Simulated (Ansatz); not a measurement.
Varying the input for Zr

The reference input for Ansatz (plane-wave DFT with PAW):

```yaml
crystal:
  lattice:
    - [3.2392314131, 0.0, 0.0]
    - [-1.6196157065, 2.8052566925, 0.0]
    - [0.0, 0.0, 5.17222]
  atoms:
    - { symbol: Zr, position: [0.33333333, 0.66666667, 0.25] }
    - { symbol: Zr, position: [0.66666667, 0.33333333, 0.75] }
basis:
  ecutwfc: 420
kpoints:
  mp_grid: { grid: [6, 6, 4] }
hamiltonian:
  xc: pbe
scf:
  occupations: { method: gaussian, width: 0.1 }
output:
  forces: true
  stress: true
  eigenvalues: true
```

Command:

```bash
ansatz run input.yaml --threads 1 --pin off --max-ram 1331MiB --backend cpu --events-out ev --progress --plain --runs-dir out
```

The run converges in 6 SCF iterations on 21 irreducible k-points: pressure -0.62 GPa, no gap.

The inputs are trials, many of them unsound on purpose. Their numbers show the effect of the settings and aren't properties of the material. Each trial's input is given as a difference from the reference's; energies are extrapolated to zero smearing where there is one, and pressure is positive in compression.

Trial 1:

```diff
 scf:
-  occupations: { method: gaussian, width: 0.1 }
+  occupations: { method: tetrahedron_uncorrected }
+  n_extra_bands: 5
```

The run converges in 6 SCF iterations on 21 irreducible k-points: energy 14.7 meV per atom above the reference, pressure -0.49 GPa, no gap. It warns that the printed bands weren't solved further after the SCF.

Trial 2 (volume scaled):

```diff
 crystal:
   lattice:
-    - [3.2392314131, 0.0, 0.0]
-    - [-1.6196157065, 2.8052566925, 0.0]
-    - [0.0, 0.0, 5.17222]
+    - [3.1742309113, 0.0, 0.0]
+    - [-1.5871154557, 2.7489646067, 0.0]
+    - [0.0, 0.0, 5.0684309055]
 scf:
-  occupations: { method: gaussian, width: 0.1 }
+  occupations: { method: fermi_dirac, width: 0.058 }
```

The run converges in 6 SCF iterations on 21 irreducible k-points: energy 20.2 meV per atom above the reference, pressure 5.48 GPa, no gap.

Trial 3 (strained):

```diff
 crystal:
   lattice:
-    - [3.2392314131, 0.0, 0.0]
-    - [-1.6196157065, 2.8052566925, 0.0]
-    - [0.0, 0.0, 5.17222]
+    - [3.2146480469, -0.0132681921, -0.0633136744]
+    - [-1.6188146148, 2.8013689511, 0.0878309441]
+    - [-0.1010956648, 0.1035715698, 5.1294471276]
 basis:
-  ecutwfc: 420
+  ecutwfc: "30 Ry"
 kpoints:
-  mp_grid: { grid: [6, 6, 4] }
+  mp_grid: { grid: [3, 3, 2] }
 scf:
-  occupations: { method: gaussian, width: 0.1 }
+  occupations: { method: tetrahedron }
+  mixing: { beta: 0.18 }
+  initial_density: { chi_scale: 0, normalization: atom }
+  max_iter: 65
```

The run converges in 8 SCF iterations on 10 irreducible k-points: energy 20.2 meV per atom below the reference, pressure -0.31 GPa, largest force 0.008 eV/Å, no gap. It warns that the printed bands weren't solved further after the SCF; that the cutoff lies under the recommended one, 420 eV for these potentials; that forces and stress under tetrahedra may miss the energy's slope.

Trial 4:

```diff
 kpoints:
-  mp_grid: { grid: [6, 6, 4] }
+  mp_grid: { grid: [3, 3, 2], shift: [0.25, 0.25, 0.25] }
 hamiltonian:
+  dispersion: d4
 scf:
-  occupations: { method: gaussian, width: 0.1 }
+  occupations: { method: fermi_dirac }
+  n_extra_bands: 30
+  convergence: { dr2_threshold: "1e-2 eV" }
 output:
-  eigenvalues: true
+  eigenvalues: false
```

The run converges in 6 SCF iterations on 12 irreducible k-points: pressure -1.16 GPa, largest force 0.287 eV/Å. It warns that the SCF threshold is loose for the forces; that the SCF threshold is loose for the stress; that the mesh lowers the symmetry.

Trial 5:

```diff
 kpoints:
+  band_path: { path: [[0, 0, 0], [0.5, 0, 0], [0.5, 0.5, 0.5]], npoints: 8 }
 scf:
+  convergence: { dr2_threshold: "1e-13 eV" }
+magnetization:
+  spin_polarized: true
+  initial_magnetization: 1.0
+  spin_locking: { lock_magnetization: hard }
```

The run converges in 11 SCF iterations on 21 irreducible k-points: energy 83.9 meV per atom above the reference, pressure 0.09 GPa, no gap, cell moment 1.00 μB.

Trial 6 (origin moved):

```diff
 crystal:
   atoms:
-    - { symbol: Zr, position: [0.33333333, 0.66666667, 0.25] }
-    - { symbol: Zr, position: [0.66666667, 0.33333333, 0.75] }
+    - { symbol: Zr, position: [0.5683333333, 1.1886666667, 0.804] }
+    - { symbol: Zr, position: [0.9016666667, 0.8553333333, 1.304] }
 hamiltonian:
-  xc: pbe
+  xc: rpbe
 scf:
-  occupations: { method: gaussian, width: 0.1 }
+  occupations: { method: cold, width: 0.013 }
```

The run converges in 5 SCF iterations on 21 irreducible k-points: pressure 1.55 GPa, no gap.